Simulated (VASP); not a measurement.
# BaTiO3 (Pm-3m) in VASP: further runs

One crystal, BaTiO3, is run at these levels: PBEsol; tasks: dielectric tensor.

All numbers are computed with VASP 6.6.1; they aren't measurements. Logs are shortened: lines on timing, memory, paths and dates and some standing lists are left out, and cuts for length are marked.

## Step 1: The crystal as given

Symmetry: Pm-3m, No. 221, cubic system. Conventional cell: a = 4.006 Å, b = 4.006 Å, c = 4.006 Å, α = 90.00°, β = 90.00°, γ = 90.00°. Around Ba (site symmetry m-3m) lie 12 O at 2.83 Å. Ti (site symmetry m-3m) is surrounded by 6 O at 2.00 Å. Around O (site symmetry 4/mmm) lie 2 Ti at 2.00 Å.

## Step 2: Dielectric tensor, PBEsol

INCAR reads:

```
SYSTEM = BaTiO3
PREC = Normal
ENCUT = 400
EDIFF = 1E-8
ISMEAR = 0
SIGMA = 0.01
LREAL = .FALSE.
LASPH = .TRUE.
NELM = 100
ALGO = Normal
ISIF = 2
LWAVE = .FALSE.
LCHARG = .FALSE.
GGA = PS
LEPSILON = .TRUE.
```

KPOINTS reads:

```
Automatic mesh
0
G
  7 7 7
  0 0 0
```

POSCAR reads:

```
BaTiO3
1.0
    4.0060000000      0.0000000000      0.0000000000
    0.0000000000      4.0060000000      0.0000000000
    0.0000000000      0.0000000000      4.0060000000
Ba Ti O
1 1 3
Direct
    0.5000000000      0.5000000000      0.5000000000
    0.0000000000      0.0000000000      0.0000000000
    0.0000000000      0.0000000000      0.5000000000
    0.0000000000      0.5000000000      0.0000000000
    0.5000000000      0.0000000000      0.0000000000
```

Potentials or basis: VASP PAW PBE potentials, release 64 (Ba_sv, Ti_sv, O).

Launch:

```
cat potpaw_PBE.64/Ba_sv/POTCAR potpaw_PBE.64/Ti_sv/POTCAR potpaw_PBE.64/O/POTCAR > POTCAR
mpirun -np 1 vasp_std > vasp.out
```

OUTCAR:

```text
SYSTEM = BaTiO3
   PREC = Normal
   ENCUT = 400
   EDIFF = 1E-8
   ISMEAR = 0
   LREAL = .FALSE.
   LASPH = .TRUE.
   NELM = 100
   ISIF = 2
   GGA = PS
   LEPSILON = .TRUE.

 Found     20 irreducible k-points:

 Following reciprocal coordinates:
            Coordinates               Weight
  0.000000  0.000000  0.000000      1.000000
  0.142857  0.000000  0.000000      6.000000
  0.285714  0.000000  0.000000      6.000000
  0.428571  0.000000  0.000000      6.000000
  0.142857  0.142857  0.000000     12.000000
  0.285714  0.142857  0.000000     24.000000
   k-points           NKPTS =     20   k-points in BZ     NKDIM =     20   number of bands    NBANDS=     24
   number of dos      NEDOS =    301   number of ions     NIONS =      5
   total plane-waves  NPLWV =   8000
   dimension x,y,z NGX =    20 NGY =   20 NGZ =   20
   dimension x,y,z NGXF=    40 NGYF=   40 NGZF=   40
   ions per type =               1   1   3
   NGX,Y,Z   is equivalent  to a cutoff of   8.30,  8.30,  8.30 a.u.
   NGXF,Y,Z  is equivalent  to a cutoff of  16.60, 16.60, 16.60 a.u.
 SYSTEM =  BaTiO3
   PREC   = normal    normal or accurate (medium, high low for compatibility)
   ISTART =      0    job   : 0-new  1-cont  2-samecut
   ICHARG =      2    charge: 1-file 2-atom 10-const
   ISPIN  =      1    spin polarized calculation?
   LNONCOLLINEAR =      F non collinear calculations
   LSORBIT =      F    spin-orbit coupling
   LASPH  =      T    aspherical Exc in radial PAW
   ENCUT  =  400.0 eV  29.40 Ry    5.42 a.u.   6.53  6.53  6.53*2*pi/ulx,y,z
   NELM   =    100;   NELMIN=  2; NELMDL= -5     # of ELM steps
   EDIFF  = 0.1E-07   stopping-criterion for ELM
   LREAL  =      F    real-space projection
   EDIFFG = 0.1E-06   stopping-criterion for IOM
   NSW    =      0    number of steps for IOM
   IBRION =     -1    ionic relax: 0-MD 1-quasi-New 2-CG
   NFREE  =      0    steps in history (QN), initial steepest desc. (CG)
   ISIF   =      2    stress and relaxation
   ISYM   =      2    0-nonsym 1-usesym 2-fastsym
   POTIM  = 0.5000    time-step for ionic-motion
   TEBEG  =    0.0;   TEEND  =   0.0 temperature during run
   PSTRESS=    0.0 pullay stress
   NELECT =      40.0000    total number of electrons
   NUPDOWN=      -1.0000    fix difference up-down
   EMIN   =  10.00;   EMAX   =-10.00  energy-range for DOS
   EFERMI =   0.00;   METHOD = LEGACY
   ISMEAR =     0;   SIGMA  =   0.01  broadening in eV -4-tet -1-fermi 0-gaus
   EFERMI_NEDOS =   21; number of points for ismear=-14 and -15
   IALGO  =     38    algorithm
   IMIX   =      4    mixing-type and parameters
     AMIX     =   0.40;   BMIX     =  1.00
     AMIX_MAG =   1.60;   BMIX_MAG =  1.00
  volume/ion in A,a.u.               =      12.86        86.77
  Fermi-wavevector in a.u.,A,eV,Ry     =   1.397603  2.641087 26.576187  1.953295
  Thomas-Fermi vector in A             =   2.520843
   LORBIT       =      0    0 simple, 1 ext, 2 COOP (PROOUT), +10 PAW based schemes
   GGA     = PS    functional components
   LHFCALC =     F    Hartree Fock is set to
   AEXX    =    0.0000 exact exchange contribution
   IVDW    =     0    specifies the selected vdW correction
   LEPSILON=     T    determine dielectric tensor
   LRPA    =     F    only Hartree local field effects (RPA)
 non-spin polarized calculation
 Gauss-broadening in eV      SIGMA  =   0.01
  energy-cutoff  :      400.00
  volume of cell :       64.29
 maximum number of plane-waves:      1189
   NGX = 13   NGY = 13   NGZ = 13

--------------------------------------- Ionic step        1  -------------------------------------------

 number of electron      40.0000317 magnetization

 E-fermi :   3.7686     XC(G=0): -11.5024

 val. band max:        3.6010455519   @ k =   0.4286   0.4286   0.4286
 cond. band min:       5.3607569401   @ k =   0.0000   0.0000   0.0000
 fundamental gap:      1.7597113882
 Fermi energy:         3.7685694841

 k-point     1 :       0.0000    0.0000    0.0000
  band No.  band energies     occupation
      1     -52.7107      2.00000
      2     -29.0411      2.00000
      3     -29.0411      2.00000
      4     -29.0411      2.00000
      5     -21.0932      2.00000
      6     -13.1416      2.00000
[... 16 lines left out ...]
     23       5.3608      0.00000
     24       7.5809      0.00000

 k-point     2 :       0.1429    0.0000    0.0000
  band No.  band energies     occupation
      1     -52.7104      2.00000
      2     -29.0511      2.00000
      3     -29.0407      2.00000
      4     -29.0407      2.00000
      5     -21.0709      2.00000
      6     -13.1557      2.00000
[... 16 lines left out ...]
     23       5.7746      0.00000
     24       7.5828      0.00000

 k-point     3 :       0.2857    0.0000    0.0000
  band No.  band energies     occupation
      1     -52.7099      2.00000
      2     -29.0736      2.00000
      3     -29.0398      2.00000
      4     -29.0398      2.00000
      5     -21.0199      2.00000
      6     -13.2481      2.00000
[... 16 lines left out ...]
     23       6.5321      0.00000
     24       7.5860      0.00000

 k-point     4 :       0.4286    0.0000    0.0000
  band No.  band energies     occupation
      1     -52.7095      2.00000
      2     -29.0914      2.00000
      3     -29.0392      2.00000
      4     -29.0392      2.00000
      5     -20.9781      2.00000
      6     -13.3606      2.00000
[... 16 lines left out ...]
     23       7.0660      0.00000
     24       7.5881      0.00000

 k-point     5 :       0.1429    0.1429    0.0000
  band No.  band energies     occupation
      1     -52.7101      2.00000
      2     -29.0510      2.00000
      3     -29.0504      2.00000
      4     -29.0403      2.00000
      5     -21.0500      2.00000
      6     -13.1441      2.00000
[... 16 lines left out ...]
     23       6.0067      0.00000
     24       7.8441      0.00000

 k-point     6 :       0.2857    0.1429    0.0000
  band No.  band energies     occupation
      1     -52.7097      2.00000
      2     -29.0730      2.00000
      3     -29.0497      2.00000
      4     -29.0395      2.00000
      5     -21.0023      2.00000
      6     -13.1859      2.00000
[... 16 lines left out ...]
     23       6.5933      0.00000
     24       7.9289      0.00000

 [... further k-points ...]

  FORCE on cell =-STRESS in cart. coord.  units (eV):
  Direction    XX          YY          ZZ          XY          YZ          ZX
  --------------------------------------------------------------------------------------
  -------------------------------------------------------------------------------------
  Total       -3.0602596     -3.0602596     -3.0602596     -0.0000000     -0.0000000     -0.0000000
  in kB      -76.2668865    -76.2668865    -76.2668865     -0.0000000     -0.0000000     -0.0000000
  external PRESSURE =     -76.2668865 kB  Pullay stress =       0.0000000 kB

 VOLUME and BASIS-vectors are now :
 -----------------------------------------------------------------------------
  energy-cutoff  :      400.00
  volume of cell :       64.29
      direct lattice vectors                 reciprocal lattice vectors
     4.006000000  0.000000000  0.000000000     0.249625562  0.000000000  0.000000000
     0.000000000  4.006000000  0.000000000     0.000000000  0.249625562  0.000000000
     0.000000000  0.000000000  4.006000000     0.000000000  0.000000000  0.249625562

 POSITION                                       TOTAL-FORCE (eV/Angst)
 -----------------------------------------------------------------------------------
      2.00300      2.00300      2.00300         0.000000      0.000000      0.000000
      0.00000      0.00000      0.00000         0.000000      0.000000      0.000000
      0.00000      0.00000      2.00300         0.000000      0.000000      0.000000
      0.00000      2.00300      0.00000         0.000000      0.000000      0.000000
      2.00300      0.00000      0.00000         0.000000      0.000000      0.000000
 -----------------------------------------------------------------------------------
    total drift:                                0.000000      0.000000     -0.000000

  FREE ENERGIE OF THE ION-ELECTRON SYSTEM (eV)
  ---------------------------------------------------
  free  energy   TOTEN  =       -42.0199213674 eV

  energy  without entropy=      -42.0199213674  energy(sigma->0) =      -42.01992137

 HEAD OF MICROSCOPIC STATIC DIELECTRIC TENSOR (INDEPENDENT PARTICLE, excluding Hartree and local field effects)
 ------------------------------------------------------
           7.013377    -0.000000     0.000000
          -0.000000     7.013377    -0.000000
           0.000000    -0.000000     7.013377
 ------------------------------------------------------

 Free energy of the ion-electron system (eV)
  ---------------------------------------------------
  ---------------------------------------------------
  free energy    TOTEN  =        -1.08333097 eV

  energy without entropy =       -1.08333097

------------------------ aborting loop because EDIFF is reached ----------------------------------------

--------------------------------------- Ionic step        2  -------------------------------------------

------------------------ aborting loop because EDIFF is reached ----------------------------------------

--------------------------------------- Ionic step        3  -------------------------------------------

 Free energy of the ion-electron system (eV)
  ---------------------------------------------------
  ---------------------------------------------------
  free energy    TOTEN  =        -1.08325932 eV

  energy without entropy =       -1.08325932

------------------------ aborting loop because EDIFF is reached ----------------------------------------

 PIEZOELECTRIC TENSOR FIELD DIRECTION 3  (e Angst)
 -----------------------------------------------------------------------------
     0.00896  0.00000  0.00000           ( -0.00003  0.00000  0.00000)
     0.00000  0.00896  0.00000           (  0.00000 -0.00003  0.00000)
     0.00000 -0.00000 -0.01568           (  0.00000  0.00000  0.00039)

 PIEZOELECTRIC TENSOR FIELD DIRECTION 3  (C/m^2)
 -----------------------------------------------------------------------------
     0.00223  0.00000  0.00000
     0.00000  0.00223  0.00000
     0.00000 -0.00000 -0.00391

 MACROSCOPIC STATIC DIELECTRIC TENSOR (including local field effects in DFT)
 ------------------------------------------------------
           6.825006     0.000000     0.000000
           0.000000     6.825006    -0.000000
           0.000000     0.000000     6.825006
 ------------------------------------------------------

 PIEZOELECTRIC TENSOR (including local field effects)  for field in x, y, z        (e  Angst)
          XX          YY          ZZ          XY          YZ          ZX
  --------------------------------------------------------------------------------
  x     0.00000     0.00000     0.00000     0.00000     0.00000     0.00000
  y     0.00000     0.00000     0.00000     0.00000     0.00000     0.00000
  z     0.00000     0.00000     0.00000     0.00000     0.00000     0.00000

 PIEZOELECTRIC TENSOR (including local field effects)  for field in x, y, z        (C/m^2)
          XX          YY          ZZ          XY          YZ          ZX
  --------------------------------------------------------------------------------
  x     0.00000     0.00000     0.00000     0.00000     0.00000     0.00000
  y     0.00000     0.00000     0.00000     0.00000     0.00000     0.00000
  z     0.00000     0.00000     0.00000     0.00000     0.00000     0.00000

 BORN EFFECTIVE CHARGES (including local field effects) (in |e|, cummulative output)
 ---------------------------------------------------------------------------------
 ion    1
    1     2.73669     0.00000    -0.00000
    2     0.00000     2.73669    -0.00000
    3    -0.00000    -0.00000     2.73669
 ion    2
    1     7.42768    -0.00000     0.00000
    2    -0.00000     7.42768     0.00000
    3     0.00000     0.00000     7.42768
 ion    3
    1    -2.13901     0.00000     0.00000
    2    -0.00000    -2.13901    -0.00000
    3    -0.00000    -0.00000    -5.88635
 ion    4
    1    -2.13901    -0.00000    -0.00000
    2    -0.00000    -5.88635    -0.00000
    3    -0.00000     0.00000    -2.13901
 ion    5
    1    -5.88635    -0.00000    -0.00000
    2     0.00000    -2.13901    -0.00000
    3     0.00000    -0.00000    -2.13901
```

Wall time 5 min (1 thread of Intel Xeon Platinum 8375C at 2.90GHz (Ice Lake), shared host); peak memory 0.23 GiB.

These settings aren't checked as converged: the numbers below hold their error.

Results:

```
Band gap on the k mesh                  : 1.76 eV, indirect (least direct gap 1.84 eV)
Electronic dielectric tensor (diagonal) : 6.83
Born charges (mean of the diagonal)     : Ba +2.74; Ti +7.43; O -3.39 e
```

Caveat: the cutoff is under 1.25 times the usual one of these potentials, so pressure, stress and relaxed cells hold a basis-set (Pulay) error; the PAW data sets were made with another functional, which shifts forces and pressure a little; spin-orbit coupling is left out, which moves the levels of the heavy elements; an odd mesh through Γ misses points on the zone boundary, where band edges often lie.

[end of part 1 of 3]
